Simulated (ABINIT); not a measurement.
**MgTe: equation of state with PBE+D3**

MgTe:

```
Te Mg
1.0
     0.00000    3.23200    3.23200
     3.23200    0.00000    3.23200
     3.23200    3.23200    0.00000
Te Mg
1 1
Cartesian
  1.6160 1.6160 1.6160
  0.0000 0.0000 0.0000
```

The cell comes from a database or a generator and needn't be the stable form of this composition.

```
Program             : ABINIT 10.8.3 (patched build)
Task                : equation of state
Functional          : PBE
Dispersion          : D3
Potentials or basis : JTH PAW PBE v2.0
Cutoff              : 517 eV
k mesh              : 7 × 7 × 7
Occupations         : fermi-dirac, width 0.05 eV
Spin                : no spin polarisation
Fine-grid cutoff    : 1034.03 eV
```

```json
{
 "Equilibrium volume": "33.28 Å³/atom (rough: see the caveat)",
 "Bulk modulus": "35 GPa (rough)"
}
```

Energy against volume, from the lowest point:
```tsv
volume (Å³/atom)	energy (meV/atom)
31.735	8.01
32.410	2.24
33.086	0.00
33.761	0.92
34.436	3.94
35.111	10.72
35.787	19.91
```

Wall time 77 s on 1 thread of Arm Neoverse V2 (shared host), peak memory 0.15 GiB.

Caveat: pressures at fixed basis lie under the slope of the energies; the fit is doubtful: noisy points or a state that changes with volume. Spin-orbit coupling is left out, which matters for the levels of Te.
